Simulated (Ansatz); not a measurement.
# Tin, omega (AlB2-type) under PBE: structure, energy and stiffness

What does PBE give for tin in the omega (AlB2-type) structure? We relax it, solve it on a dense k-mesh, then scale the cell to 7 volumes from 88 to 112 % of the relaxed one and try a fit of the equation of state. Spin polarisation is left out. The k-meshes are 7×7×10 for the relaxation; 9×9×13 for the dense run; 8×8×11 for the volumes.

Method: DFT PBE, plane waves (420 eV) with PAW, scalar-relativistic, in Ansatz 0.2.0.

### Step 1. Starting point

It takes space group P6/mmm (No. 191, hexagonal). Conventional cell: a = 5.411 Å, b = 5.411 Å, c = 3.317 Å, α = 90.00°, β = 90.00°, γ = 120.00°. Around Sn (site symmetry 6/mmm) lie 14 Sn at 3.32 to 3.54 Å. Sn (site symmetry -6m2) is surrounded by 11 Sn at 3.12 to 3.54 Å.

As a file:

```cif
data_structure
_symmetry_space_group_name_H-M 'P 1'
_symmetry_Int_Tables_number 1
_cell_length_a 5.4110
_cell_length_b 5.4110
_cell_length_c 3.3169
_cell_angle_alpha 90.000
_cell_angle_beta 90.000
_cell_angle_gamma 120.000
_cell_volume 84.10
loop_
_atom_site_label
_atom_site_type_symbol
_atom_site_fract_x
_atom_site_fract_y
_atom_site_fract_z
_atom_site_occupancy
Sn1 Sn 0.00000 0.00000 0.00000 1
Sn2 Sn 0.33333 0.66667 0.50000 1
Sn3 Sn 0.66667 0.33333 0.50000 1
```

### Step 2. Relaxing cell and atoms

File input.yaml:

```yaml
crystal:
  lattice:
    - [5.410984979, 0.0, 0.0]
    - [-2.7054924895, 4.6860504513, 0.0]
    - [0.0, 0.0, 3.3169337921]
  atoms:
    - { symbol: Sn, position: [0.0, 0.0, 0.0] }
    - { symbol: Sn, position: [0.3333333333, 0.6666666667, 0.5] }
    - { symbol: Sn, position: [0.6666666667, 0.3333333333, 0.5] }
hamiltonian:
  xc: pbe
  pseudopotentials:
    kind: paw
    azcp:
      Sn: "pseudopotentials/Sn.paw.azcp"
basis:
  ecutwfc: 420
  fft_grid_basis: typed
kpoints:
  mp_grid: { grid: [7, 7, 10], shift: [0, 0, 0] }
magnetization:
  spin_polarized: false
scf:
  occupations: { method: fermi_dirac, width: 0.1 }
relax:
  max_steps: 60
  f_tol: 0.01
  cell: {}
```

Launch:

```
$ ansatz run input.yaml --threads 1 --pin off --max-ram 3584MiB --backend cpu --events-out ev --progress --plain --runs-dir out
```

What it wrote (excerpt; [...] marks lines left out):

```text
[...]
Pseudopotentials: kind: paw
Pseudopotential: Sn, paw, valence charge 14, recommended cutoff 420 eV (normal), <dir>
Functional definition: PBE
[...]
Crystal: 3 atoms, lattice volume = 84.105 Å³
Basis set: ecut = 420 eV, 1661 PW (Γ), exchange–correlation on 80×80×48 points (8 copies of the dense FFT grid, shifted against one another)
Bands: 26, of which v1, the nominal top of the filled ones, is band 21 counted from 1 (20 counted from 0)
Symmetry: 24 space group operations
Space group: P6/mmm (ITA 191), of the structure as read, at distance tolerance 4.4e-5 Å
k-points: 48 of 490
[...]
SCF iter   1: F=—  HF=-18072.432961 eV  |F-HF|=—  |Δ(HF+E_count)|=         —  Δρ=9.64e-4  dr2=8.28e-4  ethr=1.77e-3  ⟨swp⟩=6.4  Hψ=5669  notcnv=0
[...]
relax step   1: F+E_penalty+E_count = -18072.43096777 eV  Δ(F+E_penalty+E_count) = +0.000e0 eV  max|allowed force component| = 4.626e-17 eV/Å  Δτ_max = 0.0000 Å  P = -0.262 GPa  Ω = 84.105 Å³  (6 SCF iters, dr2 threshold 1.00e-7 eV, accepted)
[...]
relax step   3: F+E_penalty+E_count = -18072.43179008 eV  Δ(F+E_penalty+E_count) = -3.426e-5 eV  max|allowed force component| = 3.392e-17 eV/Å  Δτ_max = 0.0000 Å  P = +0.013 GPa  Ω = 83.588 Å³  energy of the carried Pulay correction = +1.027e-4 eV  (3 SCF iters, dr2 threshold 1.65e-8 eV, accepted)
[...]
relax step   4: F+E_penalty+E_count = -18072.43168441 eV  Δ(F+E_penalty+E_count) = +1.057e-4 eV  max|allowed force component| = 3.547e-17 eV/Å  Δτ_max = 0.0000 Å  P = +0.013 GPa  Ω = 83.588 Å³  stress off target by 2.43e-2 GPa  SCF on the basis re-selected at this cell (its energy is not [...]
SCF converged after 5 iterations
Free energy (F): -18072.431684 eV
[...]
E sigma→0 (E₀):  -18072.403281 eV
Entropy (-TS):   -0.056807 eV (-18.936 meV/atom)
Fermi energy:    10.578846 eV
[...]
--- Forces (eV/Å), atoms counted from 1 ---
  atom   1  Sn     0.00000000     0.00000000     0.00000000
  atom   2  Sn     0.00000000     0.00000000     0.00000000
  atom   3  Sn     0.00000000    -0.00000000    -0.00000000
[...]
--- Stress (GPa, compression-positive) ---
        0.024263       0.000000      -0.000000
       -0.000000       0.024263      -0.000000
       -0.000000      -0.000000      -0.009003
  P = ⅓ Tr σ = 0.0132 GPa (0.132 kbar)
--- Relaxed structure (3 steps of the walk, 3 accepted, 1 SCFs on fresh bases) ---
  F+E_penalty+E_count = -18072.43168441 eV   max|allowed force component| = 3.547e-17 eV/Å   (the final SCF, on the basis selected at the relaxed cell)
  cell:  # Å, volume = 83.5881 Å³
    - [5.4095135730456985, 0.0, 0.0]
    - [-2.7047567865228492, 4.684776176374302, 0.0]
    - [0.0, 0.0, 3.2983530367045866]
  atoms:
    - { symbol: Sn, position: [3.328580042728308e-35, 7.991514004528173e-36, 0.0] }
    - { symbol: Sn, position: [0.33333333333333326, 0.6666666666666665, 0.49999999999999994] }
    - { symbol: Sn, position: [0.6666666666666666, 0.33333333333333326, 0.49999999999999994] }
```

It took 26 s on 1 thread of Intel Xeon Platinum 8259CL at 2.50GHz (Skylake/Cascade Lake), shared host; peak memory 0.58 GiB.

The walk, from the log:

```
step  energy change (meV/atom)  largest force (eV/Å)  pressure (GPa)  volume (Å³/atom)
   1                      0.00                0.0000           -0.26            28.035
   2                     -0.26                0.0000            0.05            27.844
   3                     -0.27                0.0000            0.01            27.863
   4                     -0.24                0.0000            0.01            27.863
```

Steps that repeat a cell are solved on a basis chosen anew, so their changes of energy are no gain of the relaxation.

Changes in the cell that was computed:

|  | before | after | change |
| --- | --- | --- | --- |
| a (Å) | 5.411 | 5.410 | +0.0 % |
| b (Å) | 5.411 | 5.410 | +0.0 % |
| c (Å) | 3.317 | 3.298 | -0.6 % |
| volume (Å³/atom) | 28.035 | 27.863 | -0.6 % |
| shortest distance (Å) | 3.124 | 3.123 | +0.0 % |
| space group (spins left aside) | P6/mmm | P6/mmm | same |

### Step 3. The energy on a finer k-mesh

File input.yaml:

```yaml
crystal:
  lattice:
    - [5.409513573, 0.0, 0.0]
    - [-2.7047567865, 4.6847761764, 0.0]
    - [0.0, 0.0, 3.2983530367]
  atoms:
    - { symbol: Sn, position: [0.0, 0.0, 0.0] }
    - { symbol: Sn, position: [0.3333333333, 0.6666666667, 0.5] }
    - { symbol: Sn, position: [0.6666666667, 0.3333333333, 0.5] }
hamiltonian:
  xc: pbe
  pseudopotentials:
    kind: paw
    azcp:
      Sn: "pseudopotentials/Sn.paw.azcp"
basis:
  ecutwfc: 420
  fft_grid_basis: typed
kpoints:
  mp_grid: { grid: [9, 9, 13], shift: [0, 0, 0] }
magnetization:
  spin_polarized: false
scf:
  occupations: { method: fermi_dirac, width: 0.1 }
```

Launch:

```
$ ansatz run input.yaml --threads 1 --pin off --max-ram 3584MiB --backend cpu --events-out ev --progress --plain --runs-dir out
```

What it wrote (excerpt; [...] marks lines left out):

```text
[...]
Pseudopotentials: kind: paw
Pseudopotential: Sn, paw, valence charge 14, recommended cutoff 420 eV (normal), <dir>
Functional definition: PBE
[...]
Crystal: 3 atoms, lattice volume = 83.588 Å³
Basis set: ecut = 420 eV, 1661 PW (Γ)
Bands: 25, of which v1, the nominal top of the filled ones, is band 21 counted from 1 (20 counted from 0)
Symmetry: 24 space group operations
Space group: P6/mmm (ITA 191), of the structure as read, at distance tolerance 4.4e-5 Å
k-points: 84 of 1053
[...]
SCF iter   1: F=—  HF=-18072.460572 eV  |F-HF|=—  |Δ(HF+E_count)|=         —  Δρ=9.21e-4  dr2=7.10e-4  ethr=1.77e-3  ⟨swp⟩=8.0  Hψ=21313  notcnv=0  defer=31
[...]
SCF iter   6: F=-18072.458793 eV  HF=-18072.458793 eV  |F-HF|=2.41e-8  |Δ(HF+E_count)|=   4.88e-7  Δρ=6.27e-6  dr2=4.96e-8  ethr=2.38e-10  ⟨swp⟩=1.9  Hψ=6782  notcnv=0
[...]
SCF converged after 6 iterations
Free energy (F): -18072.458793 eV
[...]
E sigma→0 (E₀):  -18072.437184 eV
Entropy (-TS):   -0.043218 eV (-14.406 meV/atom)
Fermi energy:    10.517970 eV
[...]
```

Wall time 14 s (1 thread of Intel Xeon Platinum 8259CL at 2.50GHz (Skylake/Cascade Lake), shared host); peak memory 0.6 GiB.

### Step 4. At 88 % of the relaxed volume

File input.yaml:

```yaml
crystal:
  lattice:
    - [5.1838501502, 0.0, 0.0]
    - [-2.5919250751, 4.4893459195, 0.0]
    - [0.0, 0.0, 3.1607588471]
  atoms:
    - { symbol: Sn, position: [0.0, 0.0, 0.0] }
    - { symbol: Sn, position: [0.3333333333, 0.6666666667, 0.5] }
    - { symbol: Sn, position: [0.6666666667, 0.3333333333, 0.5] }
hamiltonian:
  xc: pbe
  pseudopotentials:
    kind: paw
    azcp:
      Sn: "pseudopotentials/Sn.paw.azcp"
basis:
  ecutwfc: 420
  fft_grid_basis: typed
kpoints:
  mp_grid: { grid: [8, 8, 11], shift: [0, 0, 0] }
magnetization:
  spin_polarized: false
scf:
  occupations: { method: fermi_dirac, width: 0.1 }
  lower_state_search: "off"
output:
  stress: true
  write_density: true
  write_potential: true
  elf: true
  volumetric_format: npy
```

Launch:

```
$ ansatz run input.yaml --threads 1 --pin off --max-ram 3584MiB --backend cpu --events-out ev --progress --plain --runs-dir out
```

What it wrote (excerpt; [...] marks lines left out):

```text
[...]
Pseudopotentials: kind: paw
Pseudopotential: Sn, paw, valence charge 14, recommended cutoff 420 eV (normal), <dir>
Functional definition: PBE
[...]
Crystal: 3 atoms, lattice volume = 73.557 Å³
Basis set: ecut = 420 eV, 1421 PW (Γ)
Bands: 26, of which v1, the nominal top of the filled ones, is band 21 counted from 1 (20 counted from 0)
Symmetry: 24 space group operations
Space group: P6/mmm (ITA 191), of the structure as read, at distance tolerance 4.2e-5 Å
k-points: 60 of 704
[...]
SCF iter   1: F=—  HF=-18072.172904 eV  |F-HF|=—  |Δ(HF+E_count)|=         —  Δρ=1.14e-3  dr2=7.67e-4  ethr=1.77e-3  ⟨swp⟩=6.4  Hψ=7050  notcnv=0
[...]
SCF iter   6: F=-18072.170760 eV  HF=-18072.170760 eV  |F-HF|=3.56e-8  |Δ(HF+E_count)|=   1.03e-6  Δρ=8.06e-6  dr2=4.77e-8  ethr=2.38e-10  ⟨swp⟩=8.2  Hψ=10877  notcnv=0
[...]
SCF converged after 6 iterations
Free energy (F): -18072.170760 eV
[...]
E sigma→0 (E₀):  -18072.137916 eV
Entropy (-TS):   -0.065688 eV (-21.896 meV/atom)
Fermi energy:    12.459617 eV
[...]
--- Stress (GPa, compression-positive) ---
        9.884049       0.000000      -0.000000
        0.000000       9.884049       0.000000
       -0.000000       0.000000       5.859460
  P = ⅓ Tr σ = 8.5425 GPa (85.425 kbar)
--- Band table (eV; the first three rows and the last of 60) ---
  k-point 0: bands = ["-9.3037", "-9.2074", "-9.1668", "-9.1668", "-9.1150", "-9.1150", "-9.0872", "-9.0872", "-9.0657", "-9.0002", "-9.0002", "-8.9740", "-8.9740", "-8.8969", "-8.8969", "0.5650", "6.9727", "7.3077", "9.5503", "9.5503", "9.6787", "9.6787", "15.6324", "19.2879", "21.4942", [...]
[...]
```

It took 12 s on 1 thread of Intel Xeon Platinum 8259CL at 2.50GHz (Skylake/Cascade Lake), shared host; peak memory 0.55 GiB.

Density in a lattice plane of the grid's cell (edges 5.18 and 5.18 Å, at 0.500 of the third edge), which holds Sn.

Ten even steps from '0' (0.11 e/Å³) to '9' (15.12 e/Å³):
```
000000000000000000000000
000000000000000000000000
000000000000000000000000
000000001221000000000000
000000124542000000000000
000001368852000000000000
000002589731000000000000
000012466310000000000000
000001222100000000000000
000000000000000000000000
000000000000000122210000
000000000000001366421000
000000000000013798520000
000000000000025886310000
000000000000024542100000
000000000000012210000000
000000000000000000000000
000000000000000000000000
000000000000000000000000
000000000000000000000000
```
Columns run along the first of these edges and rows up along the second, over one cell in 24 and 20 even steps from the bottom left corner. Atoms in the plane (fractional): Sn at (0.33, 0.67), Sn at (0.67, 0.33).

ELF in the same plane.

Ten even steps from ' ' (0.00) to '@' (0.47):
```
####**++====++**##%%%%%%%%%%%%##**++====++**####
****++====++**##################**++==++++******
++++====++**######******####**##**++====++++**++
======++********==----==**##******++======++++==
==++**####**++::..    ::++##**##**++============
++**####**++::        ::**######**++++++++++++++
##%%####**--        ..==####%%####**************
%%%%##**++::      ..==**##%%@@%%######**######%%
@@@@##**++--::::--++**##%%@@@@################%%
@@@@####****++****####@@@@@@####****++****####@@
@@%%################@@@@%%##**++--::::--++**##@@
%%%%######**######%%@@%%##**==..      ::++**##%%
##**************####%%####==..        --**####%%
++++++++++++++++**######**::        ::++**####**
==============++**##**##++::    ..::++**####**++
====++++======++******##**==----==********++====
++++**++++====++**##**####******######**++====++
********++++==++**##################**++====++**
######**++====++**##%%%%%%%%%%%%##**++====++**##
####****++====++**%%@@@@@@@@@@%%**++====++****##
```
Columns run along the first of these edges and rows up along the second, over one cell in 24 and 20 even steps from the bottom left corner. Atoms in the plane (fractional): Sn at (0.33, 0.67), Sn at (0.67, 0.33).

Both are smooth fields of the valence electrons: close to the nuclei they are not physical.

Outside the cores ELF peaks at 0.47 on the Sn–Sn line, 1.5 Å from Sn.

[end of part 1 of 2]
